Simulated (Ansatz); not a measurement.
What moves the field gradients of ZnS?

Cell of run 1: a Materials Project structure (computed, not necessarily an observed phase), atoms as given.

```
Zn S
1.0
     3.80714    0.00000    0.00000
    -1.90357    3.29708    0.00000
     0.00000    0.00000   56.05799
Zn S
18 18
Direct
  0.00000 0.00000 0.16670
  0.33333 0.66667 0.72223
  0.66667 0.33333 0.27777
  0.00000 0.00000 0.44454
  0.33333 0.66667 0.55557
  0.00000 0.00000 0.66670
  0.33333 0.66667 0.05558
  0.66667 0.33333 0.61113
  0.66667 0.33333 0.11110
  0.33333 0.66667 0.22224
  0.66667 0.33333 0.77778
  0.66667 0.33333 0.94449
  0.33333 0.66667 0.38892
  0.00000 0.00000 0.33334
  0.33333 0.66667 0.83343
  0.00000 0.00000 0.00008
  0.66667 0.33333 0.49999
  0.00000 0.00000 0.88889
  0.66667 0.33333 0.98615
  0.33333 0.66667 0.43059
  0.00000 0.00000 0.04167
  0.66667 0.33333 0.65274
  0.66667 0.33333 0.15273
  0.33333 0.66667 0.09718
  0.33333 0.66667 0.76381
  0.00000 0.00000 0.70832
  0.66667 0.33333 0.81947
  0.00000 0.00000 0.37494
  0.66667 0.33333 0.31940
  0.00000 0.00000 0.93048
  0.00000 0.00000 0.48610
  0.33333 0.66667 0.26385
  0.66667 0.33333 0.54158
  0.00000 0.00000 0.20832
  0.33333 0.66667 0.87500
  0.33333 0.66667 0.59722
```

Atoms are numbered from 1 in the order listed; like atoms form one site, named after its first atom.

All runs are DFT with Ansatz 0.2.0 (plane waves and PAW, scalar-relativistic unless spin–orbit coupling is named, Γ-centred meshes, Fermi–Dirac smearing where given) in this cell.

Run 1: PBE, atoms as given; 420 eV, 8×8×1 k-points, smearing 0.02 eV.
Run 2: r2SCAN, atoms as given; 500 eV, 8×8×1 k-points, smearing 0.02 eV.
Run 3: LDA, atoms as given; 420 eV, 8×8×1 k-points, smearing 0.02 eV.

```json
{"run": "1", "S19 V_zz (η)": "0.22 (0.00)", "S20 V_zz (η)": "0.23 (0.00)", "S27 V_zz (η)": "0.24 (0.00)", "S33 V_zz (η)": "0.13 (0.00)", "S36 V_zz (η)": "0.20 (0.00)"}
{"run": "2", "S19 V_zz (η)": "?", "S20 V_zz (η)": "?", "S27 V_zz (η)": "?", "S33 V_zz (η)": "?", "S36 V_zz (η)": "?"}
{"run": "3", "S19 V_zz (η)": "0.22 (0.00)", "S20 V_zz (η)": "0.23 (0.00)", "S27 V_zz (η)": "0.24 (0.00)", "S33 V_zz (η)": "0.12 (0.00)", "S36 V_zz (η)": "0.21 (0.00)"}
```

V_zz in 10²¹ V/m²; 5 of the 27 sets of like atoms are followed.

(1) Estimate the row of run 2.

Answers

(1) S19: 0.24 (0.00); S20: 0.24 (0.00); S27: 0.26 (0.00); S33: 0.11 (0.00); S36: 0.23 (0.00). It lies nearest to run 3, from whose tensors on these sites it differs by 0.02 at most (largest principal value of the difference).
